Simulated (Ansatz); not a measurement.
Crystal: TiO2.

```
Ti O
1.0
     4.59984    0.00000    0.00000
     0.00000    4.59984    0.00000
     0.00000    0.00000    2.95921
Ti O
2 4
Direct
  0.00000 0.00000 0.50000
  0.50000 0.50000 0.00000
  0.30432 0.30432 0.50000
  0.19568 0.80432 0.00000
  0.80432 0.19568 0.00000
  0.69568 0.69568 0.50000
```

The cell is a database's computed one.

Base run:

```yaml
Program: Ansatz 0.2.0
Functional: PBE
Potentials_or_basis: Ansatz PAW
Cutoff: "420 eV (not typed: the program's choice for these potentials)"
k_mesh: 6 × 6 × 9
Occupations: gaussian, width 0.011 eV
Spin: no spin polarisation
```

Its results: band gap on the k mesh 1.87 eV, direct; pressure 4.2 GPa; largest force 0.004 eV/Å.

Q: The run is repeated on the same cell with these changes: functional from PBE to BLYP; occupations from gaussian, width 0.011 eV to fermi-dirac, width 0.05 eV. What comes out?

A: Band gap on the k mesh 1.86 eV, direct; pressure 9.9 GPa; largest force 0.067 eV/Å.

Caveats: odd divisions of the mesh miss points on the zone boundary, where band edges often lie, so the gap on the mesh can be too wide (some runs); the PAW data sets come from PBE, with cores solved anew for the run's functional, which leaves a small shift of forces and pressure (some runs).
